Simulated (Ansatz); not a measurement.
Rutile GeO₂ was calculated with PBEsol (Ansatz, a first-principles code, plane waves, PAW).

A relaxed, unreconstructed slab of the (110) face has 24 atoms, two equal faces of 18.061 Å² each and an energy of -43000.2242 eV. A bulk cell of 12 atoms with the same orientation and in-plane k mesh has -21501.2544 eV. Energies are extrapolated to zero smearing.

Run with plane-wave cutoff 500 eV, 10×6×1 k mesh (along the axes of the cell as run), gaussian smearing 0.02 eV, scalar-relativistic PAW data made under PBE.

Worked out: γ = (E_slab − N E_bulk per atom)/2A = [-43000.2242 − 24 × (-21501.2544/12)]/(2 × 18.061) = 0.0632 eV/Å². With 16.022 J/m² per eV/Å² this is 1.01 J/m², or 1.14 eV per surface cell and face.
